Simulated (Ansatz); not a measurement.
# Ga under changes of volume

One of the cells (18.685 Å³/atom); the others are scaled copies at fixed shape and fractional positions:

```xyz
2
Lattice="1.4500 -4.0650 0.0000 1.4500 4.0650 0.0000 0.0000 0.0000 3.1700" Properties=species:S:1:pos:R:3 pbc="T T T"
Ga    1.4500    2.9837    2.3775
Ga    1.4500   -2.9837    0.7925
```

This isn't the form of Ga at room conditions, which is orthorhombic.

```yaml
Program: Ansatz 0.2.0
Functional: PBE0
Potentials_or_basis: Ansatz PAW
Cutoff: "420 eV (not typed: the program's choice for these potentials)"
k_mesh: 6 × 6 × 4
Occupations: fermi-dirac, width 0.05 eV
Spin: no spin polarisation
```

```csv
volume (Å³/atom),energy over the lowest point (meV/atom),pressure (GPa),largest force (eV/Å)
17.564,?,?,?
17.937,0.50,0.9,0.501
18.311,0.00,-0.4,0.486
18.685,2.28,-1.5,0.473
19.058,7.01,-2.5,0.461
19.432,13.92,-3.4,0.450
19.806,22.74,-4.2,0.441
```

Task: What does the run at 17.564 Å³/atom give?

Result: Energy over the lowest point 4.18 meV/atom; pressure 2.3 GPa; largest force 0.516 eV/Å.

Worked out: A Birch-Murnaghan fit of order 3 (a polynomial in V^(-2/3)) to the other rows has its minimum at 18.19 Å³/atom with B0 = V·E''(V) = 60 GPa and B' = 5.1 at fixed shape and positions, which overstates the stiffness. It gives 4.15 meV/atom at 17.564 Å³/atom, against the run's 4.18, and -dE/dV = 2.3 GPa, against 2.3.

Energies are extrapolated to zero smearing.

Caveats: all runs use coarse meshes; the PAW data sets come from PBE, with cores solved anew for the run's functional, which leaves a small shift of forces and pressure; the thresholds are loose for stress.
